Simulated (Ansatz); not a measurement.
Method: Ansatz 0.2.0, DFT PBE, scalar-relativistic, plane waves, PAW. All cells share a 420 eV cutoff and Γ-centred k meshes spaced at most about 0.3 Å⁻¹ (about 0.25 or finer for metals, 2π included). Spin is collinear.

Temperature and zero-point effects are left out.

Two relaxed structures of Cu2Ni3:

A. (parallel moments up to 0.6 μB)

```cif
data_structure
_symmetry_space_group_name_H-M 'I4/mmm'
_symmetry_Int_Tables_number 139
_cell_length_a 2.5164
_cell_length_b 2.5164
_cell_length_c 17.8110
_cell_angle_alpha 90.000
_cell_angle_beta 90.000
_cell_angle_gamma 90.000
_cell_volume 112.79
loop_
_atom_site_label
_atom_site_type_symbol
_atom_site_symmetry_multiplicity
_atom_site_Wyckoff_symbol
_atom_site_fract_x
_atom_site_fract_y
_atom_site_fract_z
_atom_site_occupancy
Cu1 Cu 4 e 0.50000 0.50000 0.30215 1
Ni1 Ni 2 a 0.00000 0.00000 0.00000 1
Ni2 Ni 4 e 0.00000 0.00000 0.40379 1
```

B. (parallel moments up to 0.6 μB)

```cif
data_structure
_symmetry_space_group_name_H-M 'R-3m:H'
_symmetry_Int_Tables_number 166
_cell_length_a 2.5125
_cell_length_b 2.5125
_cell_length_c 30.9153
_cell_angle_alpha 90.000
_cell_angle_beta 90.000
_cell_angle_gamma 120.000
_cell_volume 169.02
loop_
_atom_site_label
_atom_site_type_symbol
_atom_site_symmetry_multiplicity
_atom_site_Wyckoff_symbol
_atom_site_fract_x
_atom_site_fract_y
_atom_site_fract_z
_atom_site_occupancy
Cu1 Cu 6 c 0.33333 0.66667 0.86767 1
Ni1 Ni 6 c 0.66667 0.33333 0.73174 1
Ni2 Ni 3 a 0.00000 0.00000 0.00000 1
```

Question: Which arrangement of the elements on these sites is preferred, and by what margin?

Answer: They are level within the accuracy (under 1 meV/atom apart). The two share one framework of sites and differ in which element sits where. A has Cu and Ni ordered on fcc sites, space group I4/mmm (No. 139), 11.3 Å³/atom and no gap on its mesh; B has Cu and Ni ordered on fcc sites, space group R-3m (No. 166), 11.3 Å³/atom and no gap. Counting all near atoms (those within 1.25 times the shortest distance at each site), A and B both have Cu 12, Ni 12. Both come from invented guesses.

For metals, differences of a few meV/atom aren't resolved. Another magnetic order may lie lower. Cells relaxed within their symmetry can be saddle points.
